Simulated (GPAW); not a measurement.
# Te2Mo (P6_3/mmc) in GPAW: notebook, part 2 of 2

GPAW 26.7.0.

**3. Band structure, PBEsol+U**

File run.py:

```python
from ase import Atoms
from ase.dft.bandgap import bandgap
from ase.io import write
from ase.units import GPa
from gpaw import GPAW, PW, setup_paths

setup_paths.insert(0, '.')

atoms = Atoms(['Te', 'Te', 'Te', 'Te', 'Mo', 'Mo'],
              cell=[[3.5182, 0.0, 0.0],
                    [-1.7591, 3.0468505756, 0.0],
                    [0.0, 0.0, 13.9736]],
              scaled_positions=[[0.6666666667, 0.3333333333, 0.379],
                                [0.3333333333, 0.6666666667, 0.879],
                                [0.6666666667, 0.3333333333, 0.121],
                                [0.3333333333, 0.6666666667, 0.621],
                                [0.6666666667, 0.3333333333, 0.75],
                                [0.3333333333, 0.6666666667, 0.25]],
              pbc=True)

calc = GPAW(mode=PW(600),
            xc='PBEsol',
            kpts={'size': (6, 6, 2), 'gamma': True},
            occupations={'name': 'fermi-dirac', 'width': 0.05},
            setups={'Mo': ':d,8.0'},
            nbands=46,
            convergence={'density': 1e-05, 'energy': 1e-05},
            maxiter=150,
            txt='gpaw.txt')
atoms.calc = calc
energy = atoms.get_potential_energy()
forces = atoms.get_forces()
stress = atoms.get_stress()
calc.write('gs.gpw')
write('result.traj', atoms)
print(f'Energy: {energy:.6f} eV')
print('Forces (eV/A):')
print(forces.round(4))
print('Stress (GPa):', (stress / GPa).round(3))
print('Fermi level:', round(calc.get_fermi_level(), 4), 'eV')
print(f'Gap: {bandgap(calc)[0]:.4f} eV, direct: {bandgap(calc, direct=True)[0]:.4f} eV')

path = atoms.cell.bandpath('GMKGALHA,LM,KH', npoints=60, eps=1e-4)
bs_calc = calc.fixed_density(kpts=path, symmetry='off', nbands=73,
                             convergence={'bands': 'CBM+6.0', 'eigenstates': 1e-6}, txt='bands.txt')
bs = bs_calc.band_structure()
bs.write('bs.json')
print(f'Gap on the path: {bandgap(bs_calc)[0]:.4f} eV')
```

Potentials or basis: PAW data sets generated in the run's folder for this functional, pw.

On the command line:

```
> gpaw-setup -f PBEsol Mo Te
> OMP_NUM_THREADS=1 python run.py
```

gpaw.txt:

```text
__  _  _
 | _ |_)|_||  |
 |__||  | ||/\| - 26.7.0

Input parameters:
  mode=PW(ecut=600.0),
  convergence={'density': 1e-05, 'energy': 1e-05},
  kpts=MonkhorstPack(size=(6, 6, 2), gamma=True),
  maxiter=150,
  nbands=46,
  occupations=Occupations(name='fermi-dirac', width=0.05),
  setups={'Mo': ':d,8.0'},
  xc=XC(name='PBEsol')

Diagonalizing LCAO Hamiltonian
Converting LCAO to pw mode

        Te

           Mo

        Te

           Te

        Mo

           Te

Atoms  # Å, Bohr magnetons
|   | symbol |         x |        y |         z |    initial magnetic moments |
|---|--------|-----------|----------|-----------|-----------------------------|
| 0 |     Te |  1.759100 | 1.015617 |  5.295994 | ( 0.0000,  0.0000,  0.0000) |
| 1 |     Te | -0.000000 | 2.031234 | 12.282794 | ( 0.0000,  0.0000,  0.0000) |
| 2 |     Te |  1.759100 | 1.015617 |  1.690806 | ( 0.0000,  0.0000,  0.0000) |
| 3 |     Te | -0.000000 | 2.031234 |  8.677606 | ( 0.0000,  0.0000,  0.0000) |
| 4 |     Mo |  1.759100 | 1.015617 | 10.480200 | ( 0.0000,  0.0000,  0.0000) |
| 5 |     Mo | -0.000000 | 2.031234 |  3.493400 | ( 0.0000,  0.0000,  0.0000) |

Unit cell  # Å
| periodic |         x |        y |         z |   lengths |     angles |
|----------|-----------|----------|-----------|-----------|------------|
|      yes |  3.518200 | 0.000000 |  0.000000 |  3.518200 |  90.000000 |
|      yes | -1.759100 | 3.046851 |  0.000000 |  3.518200 |  90.000000 |
|      yes |  0.000000 | 0.000000 | 13.973600 | 13.973600 | 120.000000 |

Number of symmetries: 12
Symmetry operations  # r_c * U_cc + t_c -> r_c
|    | kind |            matrix            |
|----|------|------------------------------|
|  0 |  σ   |  1, 1, 0,  0,-1, 0,  0, 0, 1 |
|  1 |  S6  |  1, 1, 0, -1, 0, 0,  0, 0,-1 |
|  2 |  E   |  1, 0, 0,  0, 1, 0,  0, 0, 1 |
|  3 |  C2  |  1, 0, 0, -1,-1, 0,  0, 0,-1 |
|  4 |  C2  |  0, 1, 0,  1, 0, 0,  0, 0,-1 |
|  5 |  C3  |  0, 1, 0, -1,-1, 0,  0, 0, 1 |
|  6 |  S6  |  0,-1, 0,  1, 1, 0,  0, 0,-1 |
|  7 |  σ   |  0,-1, 0, -1, 0, 0,  0, 0, 1 |
|  8 |  σ   | -1, 0, 0,  1, 1, 0,  0, 0, 1 |
|  9 |  i   | -1, 0, 0,  0,-1, 0,  0, 0,-1 |
| 10 |  C3  | -1,-1, 0,  1, 0, 0,  0, 0, 1 |
| 11 |  C2  | -1,-1, 0,  0, 1, 0,  0, 0,-1 |

BZ-sampling:
  Number of BZ points: 72
  Number of IBZ points: 14

  Monkhorst-Pack size: [6, 6, 2]
  Monkhorst-Pack shift: [0.08333333333333333, 0.08333333333333333, 0.25]

K-points  # in reciprocal-cell coordinates
|     |                                coordinates |     weight |
|-----|--------------------------------------------|------------|
|   0 | (  0.00000000,   0.00000000,   0.00000000) | 0.01388889 |
|   1 | (  0.00000000,   0.00000000,   0.50000000) | 0.01388889 |
|   2 | (  0.16666667,   0.00000000,   0.00000000) | 0.08333333 |
|   3 | (  0.16666667,   0.00000000,   0.50000000) | 0.08333333 |
|   4 | (  0.33333333,  -0.16666667,   0.00000000) | 0.08333333 |
|   5 | (  0.33333333,  -0.16666667,   0.50000000) | 0.08333333 |
|   6 | (  0.33333333,   0.00000000,   0.00000000) | 0.08333333 |
|   7 | (  0.33333333,   0.00000000,   0.50000000) | 0.08333333 |
|   8 | (  0.33333333,   0.33333333,   0.00000000) | 0.02777778 |
|   9 | (  0.33333333,   0.33333333,   0.50000000) | 0.02777778 |
| ... |                                            |            |
|  13 | (  0.50000000,   0.50000000,   0.50000000) | 0.04166667 |

Plane wave coefficients: 5028
Cutoff: 600.0 eV

Spin-components: 1 (collinear spins)
Bands:           46
Projectors:      32
Spin-degeneracy: 2
Datatype:        complex128

Parallelization:
  kpt:    1
  domain: 1
  band:   1

Density:
  Valence electrons: 52.0
  Components: 1
  Grid points: [20 20 80]
  Charge: 0.0  # |e|

Potential:
  Grid points: [20 20 80]

species:
  Te:
    name:    Tellurium
    Z:       52.0
    valence: 6
    core:    46
    charge:  0.0  # [|e|]
    compensation charges:
      type: gauss
      rc: 0.36  # [Å]
      lmax: 2
    cutoffs:
      filter: 2.09  # [Å]
      core: 3.17  # [Å]
    projectors
    | kind |    occ | energy [eV] | rcut [Å] |
    |------|--------|-------------|----------|
    |   5s |  2.000 |     -15.132 |    1.180 |
    |   5p |  4.000 |      -5.970 |    1.196 |
    |    s |        |      12.080 |    1.180 |
    |    p |        |      21.241 |    1.196 |
    |    d |        |       0.000 |    1.238 |

    Using partial waves for Te as LCAO basis

  Mo:
    name:    Molybdenum
    Z:       42.0
    valence: 14
    core:    28
    charge:  0.0  # [|e|]
    Hubbard: {U: 8.0,  # eV
              l: 2,
              scale: True}
    compensation charges:
      type: gauss
      rc: 0.38  # [Å]
      lmax: 2
    cutoffs:
      filter: 2.16  # [Å]
      core: 1.42  # [Å]
    projectors
    | kind |    occ | energy [eV] | rcut [Å] |
    |------|--------|-------------|----------|
    |   4s |  2.000 |     -64.262 |    1.238 |
    |   5s |  1.000 |      -4.116 |    1.238 |
    |   4p |  6.000 |     -38.461 |    1.296 |
    |   5p |  0.000 |      -1.012 |    1.296 |
    |   4d |  5.000 |      -3.770 |    1.296 |
    |    d |        |      23.442 |    1.296 |

    Using partial waves for Mo as LCAO basis

Reference energy: -958997.056781  # eV

eigensolver:
  PPCG
  Converge bands: occupied
  niter=2

density mixing:
  MSR1-Mixer
  Pratt-step length: 0.05
  Maximum mixing coefficient: 0.75
  Old densities: 10
  SVD Regularization: 0.005
  Good broyden scale: 1.0
  Trust region scale: 1.0
  Backstep threshold: 4.0
  History deletion threshold: 6.0
  Fourier metric: weight=20.0, sigma=0.015

occupation numbers:
  Fermi-Dirac:
    width: 0.0500  # eV

poisson solver:
  ecut: 4800.0  # eV

xc functional:
  name: PBEsol with 2 nearest neighbor stencil

convergence criteria:
- Maximum integral of absolute [dens]ity change: 1e-05 electrons / valence electron
- Maximum [total energy] change in last 3 cyles: 1e-05 eV / valence electron
- Maximum integral of absolute [eigenst]ate change: 4e-08 eV^2 / valence electron
maximum number of iterations: 150

SCF iterations
|iter     | |      energy | eigst |  dens |
|---------|-|-------------|-------|-------|
|iter:   1| |  -21.750615 | +0.48 |       |
|iter:   2| |  -21.563744 | -1.44 | -1.09 |
|iter:   3| |  -20.870646 | -1.41 | -1.11 |
|iter:   4| |  -20.452631 | -1.72 | -1.34 |
|iter:   5| |  -20.395783 | -2.57 | -1.76 |
|iter:   6| |  -20.417448 | -3.24 | -2.13 |
|iter:   7| |  -20.398499 | -3.71 | -2.22 |
|iter:   8| |  -20.399194 | -4.88 | -2.88 |
|iter:   9| |  -20.402656 | -4.38 | -3.18 |
|iter:  10| |  -20.400885 | -5.08 | -2.98 |
|iter:  11| |  -20.400046 | -5.53 | -3.14 |
|iter:  12| |  -20.399415 | -5.69 | -3.18 |
|iter:  13| |  -20.398083 | -4.89 | -3.22 |
|iter:  14| |  -20.397394 | -4.98 | -3.39 |
|iter:  15| |  -20.397077 | -5.07 | -3.61 |
|iter:  16| |  -20.397033c| -5.56 | -4.05 |
|iter:  17| |  -20.397033c| -7.38 | -4.83 |
|iter:  18| |  -20.397034c| -7.67c| -4.98 |
|iter:  19| |  -20.397034c| -8.09c| -5.00 |
|iter:  20| |  -20.397035c| -7.70c| -4.93 |
|iter:  21| |  -20.397035c| -7.72c| -5.26c|

Converged in 21 steps
Energy contributions relative to reference atoms: (reference = -958997.056781)

Energy contributions:
  Kinetic:           7.251321
  Coulomb:         -15.220053
  Zero:             -0.213611
  External:          0.000000
  Xc:              -12.214676
  Entropy:          -0.000033
  Spinorbit:         0.000000
  ----------------------------
  Free energy:     -20.397051
  Extrapolated:    -20.397035

dipole moment: (-0.000100, -0.000173, -0.000794)  # |e|*Ang

Fermi level: 8.420
Eigenvalues  # (at kpt = [0.000, 0.000, 0.000])
| band index |      eig [eV] | occ [0-2] |
|------------|---------------|-----------|
|          0 |       -52.852 |     2.000 |
|        ... |               |           |
|         18 |         6.252 |     2.000 |
|         19 |         6.890 |     2.000 |
|         20 |         6.890 |     2.000 |
|         21 |         6.924 |     2.000 |
|         22 |         6.924 |     2.000 |
|         23 |         6.974 |     2.000 |
[... 8 lines left out ...]
|         32 |        11.408 |     0.000 |
|         33 |        11.408 |     0.000 |
|        ... |               |           |
|         45 |        19.017 |     0.000 |

Gap: 0.809 eV
Transition (v -> c):
  (s=0, k=0, n=25, [0.00, 0.00, 0.00]) -> (s=0, k=4, n=26, [0.33, -0.17, 0.00])
Direct/indirect transitions are different
Direct gap: 0.987 eV
Transition at: (s=0, k=8, n=25, [0.33, 0.33, 0.00])

Forces  # eV/Ang
|        x |        y |        z |
|----------|----------|----------|
| -0.00000 | -0.00000 | -0.15273 |  # Te   0
|  0.00000 |  0.00000 | -0.15257 |  # Te   1
|  0.00000 | -0.00000 |  0.15257 |  # Te   2
|  0.00000 |  0.00000 |  0.15273 |  # Te   3
|  0.00000 |  0.00000 | -0.00004 |  # Mo   4
|  0.00000 |  0.00000 |  0.00004 |  # Mo   5

Stress tensor  # eV/Ang^3
|         x |        y |        z |
|-----------|----------|----------|
|  0.011015 | 0.000000 | 0.000000 |
| -0.000000 | 0.011015 | 0.000000 |
|  0.000000 | 0.000000 | 0.008474 |

# Writing to gs.gpw (mode='')
```

It took 3.6 min on 1 thread of Intel Xeon Platinum 8488C (Sapphire Rapids), shared host; peak memory 0.74 GiB.

Results:

| Property | Result |
| --- | --- |
| Free energy | -20.3971 eV |
| Pressure | -1.6 GPa |
| Largest force | 0.153 eV/Å |
| Band gap on the k mesh | 0.81 eV, indirect (least direct gap 0.99 eV) |
| Band gap along the path | 0.72 eV, indirect (least direct gap 0.99 eV) |

Forces on the atoms (eV/Å):
```
Te   0.000  0.000 -0.153
Te   0.000  0.000 -0.153
Te   0.000  0.000  0.153
Te   0.000  0.000  0.153
Mo   0.000  0.000  0.000
Mo   0.000  0.000  0.000
```

Levels at the corners of the path, in eV from the valence-band top:
```csv
point,band 23,band 24,band 25,band 26,band 27,band 28,band 29,band 30
Γ,-1.12,-1.07,-0.36,0.00,2.84,2.84,2.97,2.97
M,-1.05,-0.97,-0.65,-0.35,1.31,1.37,1.45,1.79
K,-1.88,-1.88,-0.29,-0.04,0.95,0.95,1.04,2.06
Γ,-1.12,-1.07,-0.36,0.00,2.84,2.84,2.97,2.97
A,-1.13,-1.13,-0.09,-0.09,2.88,2.88,2.88,2.88
L,-0.99,-0.99,-0.50,-0.50,1.33,1.33,1.64,1.64
H,-2.04,-2.04,-0.19,-0.19,0.95,0.95,1.51,1.51
A,-1.13,-1.13,-0.09,-0.09,2.88,2.88,2.88,2.88
L,-0.99,-0.99,-0.50,-0.50,1.33,1.33,1.64,1.64
M,-1.05,-0.97,-0.65,-0.35,1.31,1.37,1.45,1.79
K,-1.88,-1.88,-0.29,-0.04,0.95,0.95,1.04,2.06
H,-2.04,-2.04,-0.19,-0.19,0.95,0.95,1.51,1.51
```

Caveat: spin-orbit coupling is left out, which moves the levels of the heavy elements; the mesh misses the band edges, which the band path finds closer together; this functional lacks dispersion, which binds the layers, so the pressure and a relaxed spacing across them are unreliable; the U is typed as a test and isn't derived for this compound.

**4. How close it comes**

Step 2. Measured gap of Te2Mo: 0.88 eV (indirect; 300 K; quoted in “Broadband infrared study of pressure-tunable Fano resonance and metallization transition in 2H-MoTe2”, 2022, pmc:9569381). This calculation gives 0.45 eV (-0.43 eV). Spin-orbit coupling on Mo, Te is left out. The value is that of PBEsol+U, without temperature or zero-point motion.

Step 3. Measured gap of Te2Mo: 0.88 eV (indirect; 300 K; quoted in “Broadband infrared study of pressure-tunable Fano resonance and metallization transition in 2H-MoTe2”, 2022, pmc:9569381). This calculation gives 0.72 eV (-0.16 eV). Spin-orbit coupling on Mo, Te is left out. The value is that of PBEsol+U, without temperature or zero-point motion.
